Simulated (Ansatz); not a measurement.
## AlAs: zone-centre modes under pressure

AlAs, F-43m, a = 5.675 Å. Ansatz: PBEsol, PAW, 420 eV, Γ-centred 8×8×8 mesh on 2 atoms, fixed occupations; no spin polarisation. Cell and atoms are relaxed at each pressure with the symmetry kept; optical modes at Γ by linear response, in cm⁻¹, the highest, without the LO field.

| P (GPa) | V (Å³/atom) | ω1 |
| --- | --- | --- |
| 0 | 22.841 | 353.0 |
| 7 | 21.056 | ? |
| 18 | 19.205 | 429.9 |
| 35 | 17.353 | 480.8 |

Get the mode's Grüneisen parameter γ = −d ln ω/d ln V from the other rows and predict the missing frequency.

ln(V/V0) = 0.0000, -0.0814, -0.1734, -0.2748; a line through ln(ω/ω0) of the 3 known rows gives ω1: γ = 1.126 (intercept 0.0005), predicted 387.1, computed 387.6. The miss is 0.1 %, or 2 % of the shift under pressure, so a constant γ serves at that level.

The mesh isn't the same in all rows (8×8×8, 10×10×10).